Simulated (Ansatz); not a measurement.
Method: Ansatz 0.2.0, DFT PBE, scalar-relativistic, plane waves, PAW. Settings: cutoff 420 eV, Γ-centred meshes spaced at most about 0.3 Å⁻¹, and about 0.25 Å⁻¹ or finer for metals (2π included), Gaussian smearing. No spin polarisation.

Temperature and zero-point effects are left out.

Question: Which of these relaxed structures of Si₅Ge is the lowest in energy?
A.

```
CELL_PARAMETERS angstrom
4.47567 0.00000 0.00000
-2.23783 3.87604 0.00000
0.00000 0.00000 5.39308
ATOMIC_POSITIONS crystal
Si 0.00000 0.00000 0.00000
Si 0.33333 0.66667 0.23938
Si 0.66667 0.33333 0.23938
Si 0.66667 0.33333 0.76062
Si 0.33333 0.66667 0.76062
Ge 0.00000 0.00000 0.50000
```

B.

```
CELL_PARAMETERS angstrom
0.00000 3.62890 3.62890
3.62890 0.00000 3.62890
3.62890 3.62890 0.00000
ATOMIC_POSITIONS crystal
Si 0.75000 0.75000 0.75000
Si 0.87440 0.37520 0.37520
Si 0.37520 0.37520 0.37520
Si 0.37520 0.87440 0.37520
Si 0.37520 0.37520 0.87440
Ge 0.00000 0.00000 0.00000
```

C.

```
CELL_PARAMETERS angstrom
4.81969 0.00000 0.00000
0.00000 4.81969 0.00000
0.00000 0.00000 4.93154
ATOMIC_POSITIONS crystal
Si 0.50000 0.50000 0.50000
Si 0.00000 0.00000 0.25394
Si 0.00000 0.00000 0.74606
Si 0.00000 0.50000 0.00000
Si 0.50000 0.00000 0.00000
Ge 0.50000 0.50000 0.00000
```

Answer: A. The next of these, B, lies 88 meV/atom higher. Forms: A P6/mmm; B F-43m; C P4/mmm. Counting Si atoms around Ge (those within 1.25 times the shortest such distance or 1.15 times the sum of covalent radii; a plus sign parts nearer from farther groups; the shortest distance is added where it is long for a bond): A has Ge 2+12; B has Ge 16 from 3.0 Å; C has Ge 6. All come from invented guesses. Even the lowest of the cells shown lies +0.49 eV/atom against the elements.

Cells relaxed within their symmetry can be saddle points. Some types were kept out of the candidates beforehand, so the set may lack a known form.
